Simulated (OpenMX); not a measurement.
The system is SiO2 (Cristobalite).

```xyz
12
Lattice="4.9820 0.0000 0.0000 0.0000 4.9820 0.0000 0.0000 0.0000 6.9630" Properties=species:S:1:pos:R:3 pbc="T T T"
Si    3.9805    1.0015    5.2222
Si    3.4925    3.4925    3.4815
Si    1.0015    3.9805    1.7408
Si    1.4895    1.4895    0.0000
O     0.5155    1.1951    5.7227
O     1.2959    3.0065    0.5004
O     4.4665    3.7869    2.2412
O     3.6861    1.9755    3.9819
O     3.0065    1.2959    6.4626
O     3.7869    4.4665    4.7218
O     1.9755    3.6861    2.9811
O     1.1951    0.5155    1.2403
```

Base run:

```yaml
Program: OpenMX 3.8.5
Functional: PBE
Potentials_or_basis: OpenMX 2013 PBE set, Si7.0-s2p1d1, O6.0-s2p2, grid cutoff 400 Ry
k_mesh: 7 × 7 × 5
Occupations: fermi-dirac, width 0.05 eV
Spin: no spin polarisation
```

Its results: band gap on the k mesh 6.22 eV, direct; pressure 11.2 GPa; largest force 0.551 eV/Å.

**Question.** The run is repeated on the same cell with these changes: potentials or basis from OpenMX 2013 PBE set, Si7.0-s2p1d1, O6.0-s2p2, grid cutoff 400 Ry to OpenMX 2013 PBE set, Si7.0-s2p2d1, O6.0-s2p2d1, grid cutoff 400 Ry. What comes out?

**Answer.** Band gap on the k mesh 6.20 eV, direct; pressure 10.2 GPa; largest force 0.858 eV/Å.

Caveats: the cell was measured hot, at 340 K; the basis of atomic orbitals isn't converged, which shifts pressures, moduli and gaps.

Not every run made on this cell is shown here.
